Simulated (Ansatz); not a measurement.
**GaN: response to strain**

GaN is deformed so: equal xy, yz and zx engineering shear strains of -1 %. What stress and forces result, by LAPW, PAW and all-electron datasets made for the crystal?

Method: DFT PBE, scalar-relativistic, in Ansatz 0.2.0.

### 1 The starting structure

It takes space group Fm-3m (No. 225, cubic). The conventional cell has a = 3.985 Å, b = 3.985 Å, c = 3.985 Å, α = 90.00°, β = 90.00°, γ = 90.00°. Ga (site symmetry m-3m) has 6 N at 1.99 Å as nearest neighbours. Around N (site symmetry m-3m) lie 6 Ga at 1.99 Å.

As a file:

```
CELL_PARAMETERS angstrom
0.00000 1.99250 1.99250
1.99250 0.00000 1.99250
1.99250 1.99250 0.00000
ATOMIC_POSITIONS crystal
Ga 0.50000 0.50000 0.50000
N 0.00000 0.00000 0.00000
```

Atoms are numbered in the order of the input: Ga1, N2.

### 2 The deformed structure

Space group Fm-3m before, R-3m after.

### 3 All-electron LAPW

The input, input.yaml:

```yaml
crystal:
  lattice:
    - [-0.019925, 1.9825375, 1.9825375]
    - [1.9825375, -0.019925, 1.9825375]
    - [1.9825375, 1.9825375, -0.019925]
  atoms:
    - { symbol: Ga, position: [0.5, 0.5, 0.5] }
    - { symbol: "N", position: [0.0, 0.0, 0.0] }
kpoints:
  mp_grid: { grid: [13, 13, 13] }
  band_path:
    path:
      - [0.0, 0.0, 0.0]
      - [0.5, 0.5, 0.5]
      - [0.2525443832, 0.5, 0.7474556168]
      - [-0.2525443832, 0.2525443832, 0.5]
      - [0.0, 0.0, 0.5]
      - [0.0, 0.0, 0.0]
      - [-0.3762721916, 0.0, 0.3762721916]
      - [0.0, 0.3762721916, 0.6237278084]
      - [0.0, 0.5, 0.5]
    npoints: 5
scf:
  occupations: { method: fermi_dirac, width: 0.02 }
hamiltonian:
  xc: pbe
  pseudopotentials: { kind: all_electron, lapw: { basis_error: 0.001 } }
output:
  forces: true
  stress: true
  eigenvalues: true
```

Started as:

```sh
ansatz run input.yaml --threads 1 --pin off --max-ram 3072MiB --backend cpu --events-out ev --progress --plain --runs-dir out
```

### 4 PAW on the default files

The input, input.yaml:

```yaml
crystal:
  lattice:
    - [-0.019925, 1.9825375, 1.9825375]
    - [1.9825375, -0.019925, 1.9825375]
    - [1.9825375, 1.9825375, -0.019925]
  atoms:
    - { symbol: Ga, position: [0.5, 0.5, 0.5] }
    - { symbol: "N", position: [0.0, 0.0, 0.0] }
kpoints:
  mp_grid: { grid: [13, 13, 13] }
scf:
  occupations: { method: fermi_dirac, width: 0.02 }
hamiltonian:
  xc: pbe
  pseudopotentials: { kind: paw }
output:
  forces: true
  stress: true
  eigenvalues: true
  efg: { contact_densities: true }
```

### 5 Datasets made for this crystal

input.yaml, as its differences from that of step 4:

```diff
@@ -14,3 +14,3 @@
   xc: pbe
-  pseudopotentials: { kind: paw }
+  pseudopotentials: { kind: all_electron, datasets: crystal }
 output:
```

(Steps that only read results are left out.)

**Question.** What will these runs give? Wanted: pressure; largest shear or deviatoric stress.

**Answer**, as computed:

| quantity | value |
| --- | --- |
| pressure | LAPW 69.12, PAW 69.15, crystal datasets 69.11 GPa |
| largest shear or deviatoric stress (LAPW) | 2.61 GPa |

The largest part of the stress beyond the pressure is 2.61 GPa in size; the atoms are carried along and not relaxed. No run of the undeformed cell stands beside it, so the pressure holds what the given cell had before the change. PAW: stress within 0.03 GPa of LAPW. Crystal datasets: stress within 0.01 GPa of LAPW.
